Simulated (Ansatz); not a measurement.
# NaH, space group Fm-3m: a series of slab calculations

With the Python package of Ansatz (0.2.0).

Input file `nah.cif`:
```cif
data_NaH
_cell_length_a 3.450681
_cell_length_b 3.450681
_cell_length_c 3.450681
_cell_angle_alpha 60.00000
_cell_angle_beta 60.00000
_cell_angle_gamma 60.00000
_symmetry_space_group_name_H-M 'P 1'
_symmetry_Int_Tables_number 1
loop_
_symmetry_equiv_pos_as_xyz
'x, y, z'
loop_
_atom_site_label
_atom_site_type_symbol
_atom_site_fract_x
_atom_site_fract_y
_atom_site_fract_z
Na1 Na    0.000000    0.000000    0.000000
H2 H    0.500000    0.500000    0.500000
```

At the Python prompt:
```pycon
>>> import ansatz as az
>>> from ase.build import surface
>>> from ase.io import read
>>> import numpy as np
>>> from tabulate import tabulate
>>> atoms = read("nah.cif")
>>> # the plane is named in the basis of this cell
>>> rows = []
>>> for value in [-0.1, -0.05, 0.0, 0.05, 0.1]:
...     slab = surface(atoms, (1, 0, 1), 2, vacuum=8.0)
...     slab.pbc = True
...     setup = (
...         az.Crystal.from_ase(slab).calculation()
...         .functional("pbe", dispersion="d4")
...         .occupations("fermi_dirac", width=0.1)  # fractional filling near the Fermi level
...         .basis(470)  # a bare number is in eV
...         .kpoints(4, 4, 1)  # the mesh must be finer for metals
...         .electric_field(axis=3, dipole_correction=True, amplitude=value)
...     )
...     summary = setup.run().report
...     face = summary["work_function"]
...     rows.append((value, len(slab), summary["free_energy_ev"], face["dipole_moment_e_ang"], face.get("phi_plus_ev"), face.get("phi_minus_ev")))
...

>>> print(tabulate(rows, headers=["field (V/A)", "atoms", "F (eV)", "dipole (e A)", "phi upper (eV)", "phi lower (eV)"], floatfmt=".4f", missingval="-"))
  field (V/A)    atoms      F (eV)    dipole (e A)    phi upper (eV)    phi lower (eV)
-------------  -------  ----------  --------------  ----------------  ----------------
      -0.1000        4  -3005.2001         -0.0263            -                 -
      -0.0500        4  -3005.1991         -0.0132            -                 -
       0.0000        4  -3005.1988          0.0000            2.5865            2.5868
       0.0500        4  -3005.1991          0.0132            -                 -
       0.1000        4  -3005.2001          0.0263            -                 -
>>> print(f"induced dipole per field: {np.polyfit([row[0] for row in rows], [row[3] for row in rows], 1)[0]:.3f} e A^2/V")
induced dipole per field: 0.263 e A^2/V
```

Caveats:
- Absolute energies stand on the zero of these potentials, so only differences at equal settings mean something. A total without «per atom» is that of the cell as typed.
- In a slab with a gap the Fermi level, and so this work function, hangs on the smearing.
- The starting cell is as deposited in a crystallographic database; the results hold for this polymorph, which needn't be the stable one.
- The slabs are thin, unrelaxed cuts of the structure as given, on a modest mesh, so the surface energy isn't converged; Miller indices refer to the cell as typed, and unlike faces give only a mean.
- Wall time of the script: 11 s on 1 thread of Arm Neoverse V1 (shared host), peak memory 0.45 GiB.

(Lines on the test bed's own set-up are left out of the output.)
